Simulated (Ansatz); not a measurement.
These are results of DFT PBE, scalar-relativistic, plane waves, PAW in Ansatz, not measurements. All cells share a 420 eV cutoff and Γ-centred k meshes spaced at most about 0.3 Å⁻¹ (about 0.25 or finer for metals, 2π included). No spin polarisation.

Temperature and zero-point effects are left out.

Two relaxed structures of Ta5Si:

A. Space group P4/mmm (No. 123), tetragonal, a = 3.372 Å, c = 9.172 Å. Ta on a site of symmetry 4mm is surrounded by 4 Si at 2.76 Å, 5 Ta at 2.77–2.85 Å, 1 Ta at 3.20 Å and 4 Ta at 3.37 Å; Ta on a second site of symmetry 4mm is surrounded by 8 Ta at 2.85–2.90 Å, 1 Si at 2.94 Å and 5 Ta at 3.29–3.37 Å; Ta on a site of symmetry 4/mmm has 8 Ta at 2.90 Å and 6 Ta at 3.20–3.37 Å; Si is surrounded by 8 Ta at 2.76 Å, 2 Ta at 2.94 Å and 4 Si at 3.37 Å.

B. Space group P6/mmm (No. 191), hexagonal, a = 4.753 Å, c = 5.433 Å. Around Ta on a site of symmetry 3m lie 5 Ta at 2.65–2.79 Å, 3 Ta at 3.05 Å and 3 Si at 3.08 Å; Ta on a site of symmetry 6/mmm is surrounded by 2 Si at 2.72 Å and 12 Ta at 3.05 Å; Si is surrounded by 2 Ta at 2.72 Å and 12 Ta at 3.08 Å.

Task: Which would you expect to be lower, and how large is the difference?

Result: A is lower, by 0.34 eV/atom. A has space group P4/mmm (No. 123), 17.4 Å³/atom and no gap on its mesh; B has space group P6/mmm (No. 191), 17.7 Å³/atom and no gap. Counting Ta atoms around Si (those within 1.25 times the shortest such distance or 1.15 times the sum of covalent radii, 1.27 where that leaves under three; a plus sign parts nearer from farther groups), A has Si 10 and B has Si 2+12. Both come from invented guesses.

These runs have no spin–orbit coupling, which can matter for Ta. Cells relaxed within their symmetry can be saddle points.
